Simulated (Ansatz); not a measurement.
# HfO2: the cost of one run

Program: Ansatz 0.2.0. Level of theory: DFT PBEsol, scalar-relativistic, plane waves, PAW. These are calculated values, not measurements.

1 further run of the same task is left out (set aside as unsound or not needed).

## (1) The structure to begin with

It takes space group Fm-3m (No. 225, cubic). The conventional cell has a = 5.115 Å, b = 5.115 Å, c = 5.115 Å, α = 90.00°, β = 90.00°, γ = 90.00°. Around Hf (site symmetry m-3m) lie 8 O at 2.21 Å. O (site symmetry -43m) has 4 Hf at 2.21 Å as nearest neighbours.

Structure file:

```cif
data_structure
_symmetry_space_group_name_H-M 'Fm-3m'
_symmetry_Int_Tables_number 225
_cell_length_a 5.1150
_cell_length_b 5.1150
_cell_length_c 5.1150
_cell_angle_alpha 90.000
_cell_angle_beta 90.000
_cell_angle_gamma 90.000
_cell_volume 133.82
loop_
_atom_site_label
_atom_site_type_symbol
_atom_site_symmetry_multiplicity
_atom_site_Wyckoff_symbol
_atom_site_fract_x
_atom_site_fract_y
_atom_site_fract_z
_atom_site_occupancy
Hf1 Hf 4 a 0.00000 0.00000 0.00000 1
O1 O 8 c 0.25000 0.75000 0.75000 1
```

The structure comes from the Crystallography Open Database.

## (2) A distortion that keeps the symmetry

Against the listed cell: strain xx, yy, zz, yz, xz, xy = -1.3, -1.3, -1.3, +0.0, +0.0, +0.0 %.

Input file input.yaml:

```yaml
crystal:
  lattice:
    - [0.0, 2.52368985, 2.52368985]
    - [2.52368985, 0.0, 2.52368985]
    - [2.52368985, 2.52368985, 0.0]
  atoms:
    - { symbol: Hf, position: [0.0, 0.0, 0.0] }
    - { symbol: O, position: [0.25, 0.25, 0.25] }
    - { symbol: O, position: [0.75, 0.75, 0.75] }
basis:
  ecutwfc: 420
kpoints:
  mp_grid: { grid: [8, 8, 8] }
hamiltonian:
  xc: pbesol
scf:
  occupations: { method: gaussian, width: 0.02 }
output:
  forces: true
  stress: true
  eigenvalues: true
```

Command:

```console
> ansatz run input.yaml --threads 1 --pin off --max-ram 1331MiB --backend cpu --events-out ev --progress --plain --runs-dir out
```

Q: Estimate wall time and peak memory on 1 thread of an x86-64 CPU, shared host.

About 3.9 s, with a peak of 0.32 GiB.
